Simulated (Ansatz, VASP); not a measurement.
This is a calculation of CdS (Greenockite) for VASP 6.6.1.

The input INCAR:

```
SYSTEM = CdS
PREC     = Accurate       ! precision mode
ENCUT    = 520            ! plane-wave cutoff, eV
EDIFF    = 1E-6           ! SCF threshold, eV
ISMEAR   = -1             ! smearing method
SIGMA    = 0.05           ! smearing width, eV
LREAL    = .False.        ! projectors in reciprocal space
LASPH    = .True.         ! aspherical terms in the spheres
NELM     = 80             ! most SCF steps
ALGO     = Normal         ! electronic algorithm
ISIF     = 2              ! what is computed and relaxed
LWAVE    = .False.        ! write WAVECAR
LCHARG   = .False.        ! write CHGCAR
GGA      = PE             ! functional
NBANDS   = 26             ! bands
```

The input KPOINTS:

```
regular mesh
0
Gamma
  7 7 4
  0 0 0
```

Contents of POSCAR:

```
CdS
1.0
    4.1221468118      0.0000000000      0.0000000000
   -2.0610734059      3.5698838571      0.0000000000
    0.0000000000      0.0000000000      6.6917838725
Cd S
2 2
Direct
    0.6666666667      0.3333333333      0.5000000000
    0.3333333333      0.6666666667      0.0000000000
    0.6666666667      0.3333333333      0.8750000000
    0.3333333333      0.6666666667      0.3750000000
```

Potentials or basis: VASP PAW PBE potentials, release 64 (Cd, S).

Launch:

```console
$ cat potpaw_PBE.64/Cd/POTCAR potpaw_PBE.64/S/POTCAR > POTCAR
$ mpirun -np 1 vasp_std > vasp.out
```

Task: Set up the same calculation for Ansatz 0.2.0. Potentials there: all-electron LAPW, scalar-relativistic.

Result: As run (the cutoff follows the program's own potentials):

input.yaml

```yaml
crystal:
  lattice:
    - [4.1221468118, 0.0, 0.0]
    - [-2.0610734059, 3.5698838571, 0.0]
    - [0.0, 0.0, 6.6917838725]
  atoms:
    - { symbol: Cd, position: [0.6666666667, 0.3333333333, 0.5] }
    - { symbol: Cd, position: [0.3333333333, 0.6666666667, 0.0] }
    - { symbol: S, position: [0.6666666667, 0.3333333333, 0.875] }
    - { symbol: S, position: [0.3333333333, 0.6666666667, 0.375] }
kpoints:
  mp_grid: { grid: [7, 7, 4] }
scf:
  occupations: { method: fermi_dirac, width: 0.05 }
hamiltonian:
  xc: pbe
  pseudopotentials: { kind: all_electron, lapw: { basis_error: 0.001 } }
output:
  forces: true
  stress: true
  eigenvalues: true
```

Potentials or basis: all-electron LAPW, scalar-relativistic.

The run is started by

```sh
$ ansatz run input.yaml --threads 2 --pin off --max-ram 6144MiB --backend cpu --events-out ev --progress --plain --runs-dir out
```

Both were run:

|  | VASP | Ansatz | Ansatz less VASP |
| --- | --- | --- | --- |
| gap on the k mesh at the Fermi level (eV) | 1.25 | 1.24 | -0.004 |
| least direct gap on the mesh (eV) | 1.25 | 1.24 | -0.004 |
| pressure (GPa) | 3.8 | 3.4 | -0.33 |
| largest component of the traceless stress (GPa) | 0.48 | 0.47 | -0.015 |
| rms of the force components (eV/Å) | 0.042 | 0.042 | -0.0006 |

Atom by atom the forces differ by 0.001 eV/Å (rms over components). Ansatz ran all-electron here, so the differences hold the error of VASP's frozen core and of both bases.
